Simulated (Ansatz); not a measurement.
Crystals in the rock-salt structure, computed with LDA in Ansatz (plane-wave DFT, scalar-relativistic, harmonic phonons, no LO–TO term at Γ; fixed occupations; no spin; PAW, where unfrozen means all-electron datasets; each on its own modest k mesh, which can be coarse for ε∞).

```json
{"crystal": "LiF [Li]", "cell": "relaxed", "k mesh": "6×6×6", "potentials": "hand-made PAW", "phonons by": "linear response", "Å³/atom": "7.47", "top Γ mode (cm⁻¹)": "341", "lowest mode at X = [0.5, 0, 0.5] (cm⁻¹)": "252", "top mode at X = [0.5, 0, 0.5] (cm⁻¹)": "482", "mean ε∞": "2.12", "mean Born charge of the element in brackets (e)": "1.04"}
{"crystal": "NaCl [Na]", "cell": "relaxed", "k mesh": "6×6×6", "potentials": "hand-made PAW", "phonons by": "linear response", "Å³/atom": "20.39", "top Γ mode (cm⁻¹)": "?", "lowest mode at X = [0.5, 0, 0.5] (cm⁻¹)": "?", "top mode at X = [0.5, 0, 0.5] (cm⁻¹)": "?", "mean ε∞": "?", "mean Born charge of the element in brackets (e)": "?"}
{"crystal": "MgO [Mg]", "cell": "relaxed", "k mesh": "6×6×6", "potentials": "hand-made PAW", "phonons by": "linear response", "Å³/atom": "9.01", "top Γ mode (cm⁻¹)": "?", "lowest mode at X = [0.5, 0, 0.5] (cm⁻¹)": "?", "top mode at X = [0.5, 0, 0.5] (cm⁻¹)": "?", "mean ε∞": "?", "mean Born charge of the element in brackets (e)": "?"}
{"crystal": "MgS [Mg]", "cell": "relaxed", "k mesh": "6×6×6", "potentials": "hand-made PAW", "phonons by": "linear response", "Å³/atom": "16.89", "top Γ mode (cm⁻¹)": "251", "lowest mode at X = [0.5, 0, 0.5] (cm⁻¹)": "125", "top mode at X = [0.5, 0, 0.5] (cm⁻¹)": "313", "mean ε∞": "5.49", "mean Born charge of the element in brackets (e)": "2.30"}
{"crystal": "CaO [Ca]", "cell": "relaxed", "k mesh": "6×6×6", "potentials": "hand-made PAW", "phonons by": "linear response", "Å³/atom": "13.05", "top Γ mode (cm⁻¹)": "290", "lowest mode at X = [0.5, 0, 0.5] (cm⁻¹)": "205", "top mode at X = [0.5, 0, 0.5] (cm⁻¹)": "393", "mean ε∞": "3.87", "mean Born charge of the element in brackets (e)": "2.37"}
{"crystal": "SrO [Sr]", "cell": "relaxed", "k mesh": "6×6×6", "potentials": "hand-made PAW", "phonons by": "linear response", "Å³/atom": "16.24", "top Γ mode (cm⁻¹)": "216", "lowest mode at X = [0.5, 0, 0.5] (cm⁻¹)": "126", "top mode at X = [0.5, 0, 0.5] (cm⁻¹)": "311", "mean ε∞": "3.87", "mean Born charge of the element in brackets (e)": "2.47"}
{"crystal": "BaO [Ba]", "cell": "relaxed", "k mesh": "6×6×6", "potentials": "hand-made PAW", "phonons by": "linear response", "Å³/atom": "20.06", "top Γ mode (cm⁻¹)": "86", "lowest mode at X = [0.5, 0, 0.5] (cm⁻¹)": "72", "top mode at X = [0.5, 0, 0.5] (cm⁻¹)": "155", "mean ε∞": "4.27", "mean Born charge of the element in brackets (e)": "2.80"}
{"crystal": "BaS [Ba]", "cell": "relaxed", "k mesh": "6×6×6", "potentials": "hand-made PAW", "phonons by": "linear response", "Å³/atom": "30.83", "top Γ mode (cm⁻¹)": "151", "lowest mode at X = [0.5, 0, 0.5] (cm⁻¹)": "63", "top mode at X = [0.5, 0, 0.5] (cm⁻¹)": "178", "mean ε∞": "5.09", "mean Born charge of the element in brackets (e)": "2.63"}
```

Problem. Estimate the entries marked ?.

Solution. NaCl: top Γ mode (cm⁻¹) 188, lowest mode at X = [0.5, 0, 0.5] (cm⁻¹) 82, top mode at X = [0.5, 0, 0.5] (cm⁻¹) 210, mean ε∞ 2.67, mean Born charge of the element in brackets (e) 1.07. MgO: top Γ mode (cm⁻¹) 408, lowest mode at X = [0.5, 0, 0.5] (cm⁻¹) 292, top mode at X = [0.5, 0, 0.5] (cm⁻¹) 553, mean ε∞ 3.18, mean Born charge of the element in brackets (e) 1.97.
